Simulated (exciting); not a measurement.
**Cu: effective masses with BLYP**

Cu:

```xyz
1
Lattice="-1.4428 1.4428 1.3761 1.4428 -1.4428 1.3761 1.4428 1.4428 -1.3761" Properties=species:S:1:pos:R:3 pbc="T T T"
Cu    0.0000    0.0000    0.0000
```

This isn't the form of Cu at room conditions, which is fcc.

- Program: exciting (release sodium)
- Task: effective masses
- Functional: BLYP
- Potentials or basis: all-electron LAPW+lo, shipped species files, valence relativity iora*
- rgkmax: 8
- k mesh: 13 × 13 × 13
- Occupations: gaussian, width 0.136 eV
- Spin: collinear spin, ferromagnetic start
- outputlevel: normal
- k point of the masses: [0.25, 0.25, 0.25]
- reducebf: 0.5
- gmaxvr (cutoff of density and potential): 14 1/bohr
- lmaxapw (and lmaxmat): 10
- lmaxvr: 8
- nempty: 20
- Valence relativity: iora*
- epsengy: 1e-05 Ha
- epspot: 1e-05 Ha
- maxscl: 90
- Muffin-tin radii: Cu 2.0 bohr

| Quantity | Value |
| --- | --- |
| Band gap on the k mesh | none (metal or under the smearing width) |
| Net moment | 0.00 μB per cell |
| All electrons inside the program's atomic spheres | Cu 27.41 (radii Cu 2.0 bohr) |
| Density of states at the Fermi level | 0.33 states/eV per cell |

Levels at points of the mesh, in eV from the Fermi level:
Spin up:
| k point | band 5 | band 6 | band 7 | band 8 | band 9 | band 10 | band 11 | band 12 | band 13 | band 14 |
| --- | --- | --- | --- | --- | --- | --- | --- | --- | --- | --- |
| (0.00, 0.00, 0.00) | -3.37 | -3.18 | -3.18 | -2.29 | -2.08 | 25.24 | 25.24 | 26.53 | 28.59 | 28.59 |
Spin down:
```tsv
k point	band 7	band 8	band 9	band 10	band 11	band 12
(0.00, 0.00, 0.00)	-3.18	-2.29	-2.08	25.24	25.24	26.53
```

Effective masses (electron masses; levels in eV from the Fermi level):
| band | level | masses, principal |
| --- | --- | --- |
| 4 | -3.94 | -0.629, -0.629, -0.356 |
| 5 | -3.94 | -1.242, -1.241, 0.286 |
| 6 | -3.85 | -1.345, 0.441, 0.441 |
| 33 | -3.94 | -0.629, -0.629, -0.356 |
| 34 | -3.94 | -1.242, -1.241, 0.286 |
| 35 | -3.85 | -1.345, 0.441, 0.441 |

It took 100 s on 1 thread of AMD EPYC 7R43 64-Core Processor (Zen 3), on a shared host, peak memory 0.12 GiB.

Caveat: the masses are finite differences along the axes, which mix bands that are degenerate at the k point.
